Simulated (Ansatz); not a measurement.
# TaN/GaN/TaN under bias, part 2 of 4

Wanted: I(V) for TaN/GaN/TaN. Both electrodes are TaN rock salt(111); the barrier is GaN zinc blende(111) (whole bilayers). In the first transport cell, after relaxation, the nearest pair of electrode and barrier is Ta–N at 2.06 Å, along the normal, at the lower face and Ta–Ga at 3.04 Å, at a slant, at the upper one. All share a net of side 3.171 Å, which strains the lower electrode by +1.5 % and the barrier by -1.4 %, against typed lattice constants near PBE's. The first steps treat the bulk electrodes alone.

Ansatz 0.2.0; PBE DFT, plane waves, PAW files (the session's first sound run).

So far: Starting point; Layer spacing of the electrode.

### 3. Relaxation

System of this step: TaN/GaN/TaN. The cell holds 14 atoms: 7 N, 4 Ta and 3 Ga. Its edges and angles: a = 3.171 Å, b = 3.171 Å, c = 34.346 Å, α = 90.0°, β = 90.0°, γ = 120.0°. Vacuum lies along c.

The starting distances are typed guesses, too rough for a quantity that is exponential in distance. A short slab in vacuum serves: only the barrier and the layers next to it are taken over, and later cells can add or drop layers in the barrier's middle. The dipole correction removes the field that unlike faces would set up across the vacuum.

Input file input.yaml:

```yaml
crystal:
  lattice:
    - [3.171, 0.0, 0.0]
    - [-1.5855, 2.7461665554, 0.0]
    - [0.0, 0.0, 34.3463298771]
  atoms:
    - { symbol: "N", position: [0.0, 0.0, 0.2329215386] }
    - { symbol: Ta, position: [0.33333333, 0.66666667, 0.2696915875] }
    - { symbol: "N", position: [0.66666667, 0.33333333, 0.3064616365] }
    - { symbol: Ta, position: [0.0, 0.0, 0.3432316855] }
    - { symbol: "N", position: [0.0, 0.0, 0.4148550586] }
    - { symbol: Ga, position: [0.33333333, 0.66666667, 0.434168817] }
    - { symbol: "N", position: [0.33333333, 0.66666667, 0.4921100923] }
    - { symbol: Ga, position: [0.66666667, 0.33333333, 0.5114238507] }
    - { symbol: "N", position: [0.66666667, 0.33333333, 0.5693651259] }
    - { symbol: Ga, position: [0.0, 0.0, 0.5886788844] }
    - { symbol: Ta, position: [0.33333333, 0.66666667, 0.6567683145] }
    - { symbol: "N", position: [0.66666667, 0.33333333, 0.6935383635] }
    - { symbol: Ta, position: [0.0, 0.0, 0.7303084125] }
    - { symbol: "N", position: [0.33333333, 0.66666667, 0.7670784614] }
kpoints:
  mp_grid: { grid: [8, 8, 1] }
scf:
  occupations: { method: fermi_dirac, width: 0.1 }
  max_iter: 150
hamiltonian:
  xc: pbe
efield:
  axis: 3
  dipole_correction: true
relax:
  f_tol: 0.04
  max_steps: 60
output:
  forces: true
```

The run is started by

```bash
> ansatz run input.yaml --threads 4 --pin off --max-ram 16384MiB --backend cpu --events-out ev --progress --plain --runs-dir out
```

Numbers of over 12 decimals in the logs are rounded to 6 here.

Output:

```text
[...]
Crystal: 14 atoms, lattice volume = 299.091 Å³
Basis set: ecut = 420 eV, 5839 PW (Γ), exchange–correlation on 48×48×480 points (8 copies of the dense FFT grid, shifted against one another)
Bands: 77, of which v1, the nominal top of the filled ones, is band 63 counted from 1 (62 counted from 0)
Symmetry: 6 space group operations
[...]
k-points: 10 of 64 (time reversal used)
[...]
SCF iter   1: F=—  HF=-53770.827265 eV  |F-HF|=—  |Δ(HF+E_count)|=         —  Δρ=1.02e-2  dr2=9.57e0  ethr=1.77e-3  p=0.006 e·Å  D=3.52e-3 V/Å  ΔV_dip=-0.12 eV  dr2_dipole=4.15e0  V_vac-E_F(+/−)=6.93/7.05 eV  ⟨swp⟩=7.7  Hψ=3480  notcnv=0  defer=4
efield: sawtooth ramp at fractional position 0.9500 (placed from the atoms, in the widest stretch of the axis that holds none; the zero of the levels goes with the place), width 0.1000; the density the first Hamiltonian is built on has a dipole p = 0.006 e·Å; the dipole correction subtracts the counter field D = 3.52e-3 V/Å, which shifts the + side's vacuum level by -0.12 eV against the − side's; the planar-averaged density in the ramp window peaks in size at 6.6e-5 e/Å³
[...]
SCF iter   2: F=—  HF=-53770.734238 eV  |F-HF|=—  |Δ(HF+E_count)|=   9.30e-2  Δρ=7.70e-3  dr2=1.90e0  ethr=1.77e-3  p=0.005 e·Å  D=3.11e-3 V/Å  ΔV_dip=-0.11 eV  dr2_dipole=7.17e-1  V_vac-E_F(+/−)=7.79/7.90 eV  ⟨swp⟩=2.1  Hψ=1012  notcnv=0  defer=19
[...]
SCF iter   7: F=-53770.683443 eV  HF=-53770.683453 eV  |F-HF|=9.53e-6  |Δ(HF+E_count)|=   1.93e-6  Δρ=2.43e-5  dr2=7.90e-6  ethr=3.17e-8  p=0.005 e·Å  D=3.15e-3 V/Å  ΔV_dip=-0.11 eV  dr2_dipole=3.59e-6  V_vac-E_F(+/−)=7.55/7.66 eV  ⟨swp⟩=5.0  Hψ=2915  notcnv=0
SCF 1 converged in 7 iterations: F = -53770.683443 eV  dr2 = 7.90e-6
[...]
relax step   1: F+E_penalty+E_count = -53770.68344302 eV  Δ(F+E_penalty+E_count) = +0.000e0 eV  max|allowed force component| = 4.829e0 eV/Å  Δτ_max = 0.0000 Å  (7 SCF iters, dr2 threshold 4.00e-5 eV, accepted)
[...]
SCF iter   1: F=—  HF=-53773.426134 eV  |F-HF|=—  |Δ(HF+E_count)|=         —  Δρ=2.02e-2  dr2=3.83e0  ethr=3.03e-3  p=0.005 e·Å  D=3.15e-3 V/Å  ΔV_dip=-0.11 eV  dr2_dipole=1.48e0  V_vac-E_F(+/−)=7.40/7.51 eV  ⟨swp⟩=1.2  Hψ=3057  notcnv=0  defer=15
efield: sawtooth ramp at fractional position 0.9500 (handed on by an earlier solve), width 0.1000; the density the first Hamiltonian is built on has a dipole p = 0.005 e·Å; the dipole correction subtracts the counter field D = 3.15e-3 V/Å, which shifts the + side's vacuum level by -0.11 eV against the − side's; the planar-averaged density in the ramp window peaks in size at 9.4e-6 e/Å³
[...]
SCF iter   2: F=—  HF=-53773.367036 eV  |F-HF|=—  |Δ(HF+E_count)|=   5.91e-2  Δρ=2.05e-2  dr2=3.96e0  ethr=3.03e-3  p=-0.022 e·Å  D=-1.34e-2 V/Å  ΔV_dip=0.46 eV  dr2_dipole=1.54e0  V_vac-E_F(+/−)=5.24/4.78 eV  ⟨swp⟩=3.6  Hψ=1421  notcnv=0  defer=15
[...]
SCF iter   7: F=-53772.964143 eV  HF=-53772.964230 eV  |F-HF|=8.64e-5  |Δ(HF+E_count)|=   1.67e-5  Δρ=7.89e-5  dr2=6.31e-5  ethr=7.94e-8  p=-0.006 e·Å  D=-3.41e-3 V/Å  ΔV_dip=0.12 eV  dr2_dipole=3.00e-5  V_vac-E_F(+/−)=6.06/5.94 eV  ⟨swp⟩=4.2  Hψ=3244  notcnv=0
SCF 2 converged in 7 iterations: F = -53772.964143 eV  dr2 = 6.31e-5
[...]
relax step   2: F+E_penalty+E_count = -53772.96414347 eV  Δ(F+E_penalty+E_count) = -2.281e0 eV  max|allowed force component| = 1.404e0 eV/Å  Δτ_max = 0.1945 Å  (7 SCF iters, dr2 threshold 1.00e-4 eV, accepted)
[...]
SCF iter   7: F=-53773.346408 eV  HF=-53773.346429 eV  |F-HF|=2.07e-5  |Δ(HF+E_count)|=   7.61e-5  Δρ=6.15e-5  dr2=2.12e-5  ethr=7.94e-8  p=-0.006 e·Å  D=-3.74e-3 V/Å  ΔV_dip=0.13 eV  dr2_dipole=1.12e-6  V_vac-E_F(+/−)=5.69/5.56 eV  ⟨swp⟩=3.9  Hψ=3488  notcnv=0
SCF 3 converged in 7 iterations: F = -53773.346408 eV  dr2 = 2.12e-5
relax step   3: F+E_penalty+E_count = -53773.34640824 eV  Δ(F+E_penalty+E_count) = -3.823e-1 eV  max|allowed force component| = 5.986e-1 eV/Å  Δτ_max = 0.1947 Å  (7 SCF iters, dr2 threshold 1.00e-4 eV, accepted)
[...]
relax step   4: F+E_penalty+E_count = -53773.37572299 eV  Δ(F+E_penalty+E_count) = -2.931e-2 eV  max|allowed force component| = 5.252e-1 eV/Å  Δτ_max = 0.1333 Å  (7 SCF iters, dr2 threshold 3.03e-5 eV, accepted)
[...]
relax step   5: F+E_penalty+E_count = -53773.39389631 eV  Δ(F+E_penalty+E_count) = -1.817e-2 eV  max|allowed force component| = 3.729e-1 eV/Å  Δτ_max = 0.0587 Å  (6 SCF iters, dr2 threshold 5.02e-5 eV, accepted)
[...]
relax step   6: F+E_penalty+E_count = -53773.39822685 eV  Δ(F+E_penalty+E_count) = -4.331e-3 eV  max|allowed force component| = 3.949e-2 eV/Å  Δτ_max = 0.0143 Å  (4 SCF iters, dr2 threshold 7.01e-5 eV, accepted)
[...]
SCF iter   5: F=-53773.398283 eV  HF=-53773.398283 eV  |F-HF|=1.85e-8  |Δ(HF+E_count)|=   9.14e-8  Δρ=1.99e-6  dr2=3.40e-8  ethr=7.94e-11  p=-0.005 e·Å  D=-3.12e-3 V/Å  ΔV_dip=0.11 eV  dr2_dipole=7.91e-9  V_vac-E_F(+/−)=5.74/5.63 eV  ⟨swp⟩=4.1  Hψ=3547  notcnv=0
SCF 7 converged in 5 iterations: F = -53773.398283 eV  dr2 = 3.40e-8
relax step   7: F+E_penalty+E_count = -53773.39828299 eV  Δ(F+E_penalty+E_count) = -5.614e-5 eV  max|allowed force component| = 3.757e-2 eV/Å  Δτ_max = 0.0000 Å  (5 SCF iters, accepted)
SCF converged after 5 iterations
Free energy (F): -53773.398283 eV
[...]
Internal energy: -53773.213177 eV  (E = F + TS)
E sigma→0 (E₀):  -53773.305730 eV
Entropy (-TS):   -0.185106 eV (-13.222 meV/atom)
Fermi energy:    5.747839 eV
Dipole field:    D = -0.003219 V/Å  (p = -0.005320 e·Å, saw-weighted, corrected)
Work function:   Φ+ = 5.7369 eV   Φ− = 5.6264 eV
Levels:          The Fermi level and band energies are counted from a zero that moves with the ramp; work functions are not
[...]
--- Forces (eV/Å), atoms counted from 1 ---
  atom   1  N      0.00000000     0.00000000    -0.00219175
  atom   2  Ta     0.00000000     0.00000000    -0.00046552
  atom   3  N     -0.00000000    -0.00000000    -0.00551756
  atom   4  Ta     0.00000000     0.00000000     0.02911255
  atom   5  N      0.00000000    -0.00000000    -0.03075274
  atom   6  Ga    -0.00000000     0.00000000    -0.00215761
  atom   7  N      0.00000000    -0.00000000    -0.01288681
  atom   8  Ga     0.00000000     0.00000000     0.03757259
  atom   9  N      0.00000000    -0.00000000     0.00594840
  atom  10  Ga     0.00000000     0.00000000    -0.01205137
  atom  11  Ta    -0.00000000    -0.00000000    -0.00864118
  atom  12  N     -0.00000000     0.00000000     0.00018916
  atom  13  Ta     0.00000000    -0.00000000     0.00202487
  atom  14  N      0.00000000    -0.00000000    -0.00016605
  max |Σ_I F_I| component: 1.70e-5 eV/Å
--- Relaxed structure (7 steps of the walk, 7 accepted, 0 SCFs on fresh bases) ---
  F+E_penalty+E_count = -53773.39828299 eV   max|allowed force component| = 3.757e-2 eV/Å
  atoms:
    - { symbol: N, position: [1.375832592316731e-17, -1.3028127166238494e-17, 0.247461] }
    - { symbol: Ta, position: [0.333333, 0.666667, 0.273186] }
    - { symbol: N, position: [0.666667, 0.333333, 0.311703] }
    - { symbol: Ta, position: [1.0822231113432365e-17, -1.3028127166247111e-17, 0.350447] }
    - { symbol: N, position: [6.146146275398843e-18, -1.3028127166248368e-17, 0.410404] }
    - { symbol: Ga, position: [0.333333, 0.666667, 0.430361] }
    - { symbol: N, position: [0.333333, 0.666667, 0.487108] }
    - { symbol: Ga, position: [0.666667, 0.333333, 0.507455] }
    - { symbol: N, position: [0.666667, 0.333333, 0.564107] }
    - { symbol: Ga, position: [7.260944966901445e-18, -1.3028127166248262e-17, 0.587009] }
    - { symbol: Ta, position: [0.333333, 0.666667, 0.657511] }
    - { symbol: N, position: [0.666667, 0.333333, 0.693246] }
    - { symbol: Ta, position: [8.769068364394986e-18, -1.3028127166253622e-17, 0.732401] }
    - { symbol: N, position: [0.333333, 0.666667, 0.758203] }
```

Run time: 32 s. Hardware: 4 threads of Arm Neoverse V1, shared host; peak memory 0.85 GiB.

Step by step:

```tsv
step	energy less that of the first step (eV)	largest force component (eV/Å)
1	0.0000	4.8286
2	-2.2807	1.4036
3	-2.6630	0.5986
4	-2.6923	0.5252
5	-2.7105	0.3729
6	-2.7148	0.0395
7	-2.7148	0.0376
```

The run keeps the 6 symmetry operations that it works with, so distortions that break them were not tested.

The atoms that moved most (Å):

```tsv
atom	dx	dy	dz	length
N1	0.000	0.000	0.499	0.499
N14	0.000	0.000	-0.305	0.305
Ta4	0.000	0.000	0.248	0.248
N9	0.000	0.000	-0.181	0.181
N3	0.000	0.000	0.180	0.180
N7	0.000	0.000	-0.172	0.172
N5	0.000	0.000	-0.153	0.153
Ga8	0.000	0.000	-0.136	0.136
```

This step gave:

* free energy: -53773.3983 eV
* Fermi energy: 5.748 eV
* work function, upper face: 5.737 eV
* work function, lower face: 5.626 eV
* dipole moment: -0.005320 e·Å
* dipole field: -0.003219 V/Å

The largest force component on a free atom ends at 0.038 eV/Å. The work functions of the outer faces are 5.63 and 5.74 eV.

(Continued in part 3 of 4.)

[Logs are printed without paths, hosts, clocks, repeated set-up lines and the standing remarks that a program may print on its own settings, such as how far it seeks lower states.]

[Hosts, paths, dates, database ids (printed as entryN), source tags and the programs' standing remarks are cut or masked in the printed files.]
